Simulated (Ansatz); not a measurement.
# What DFT gives for Os

```
Os
1.0
     0.00000    1.93239    1.93239
     1.93239    0.00000    1.93239
     1.93239    1.93239    0.00000
Os
1
Cartesian
  0.0000 0.0000 0.0000
```

Level: r2SCAN, no spin polarisation; 500 eV; 15×15×15 Γ-centred mesh; cold occupations (width 0.0432 eV); Ansatz 0.2.0, fixed geometry.

(1) What happens at the Fermi level?

(2) What do density and ELF say about some of the short contacts?

(3) What does the stress say?

Origin: a known structure type with other elements, at an estimated volume, so it need not be a known compound.

Answers

(1) It is a metal, with about 0.76 states/eV a cell as the mean within 0.25 eV of the Fermi level, mostly Os d (94 %).

(2) Os–Os at 2.73 Å: least valence density 0.45 e/Å³ and ELF 0.39 there. These are pseudo-fields; inside the PAW spheres they differ from the all-electron ones.

(3) The pressure is -10.3 GPa (compression positive), so with the atoms held at these fractions the cell would first shrink.
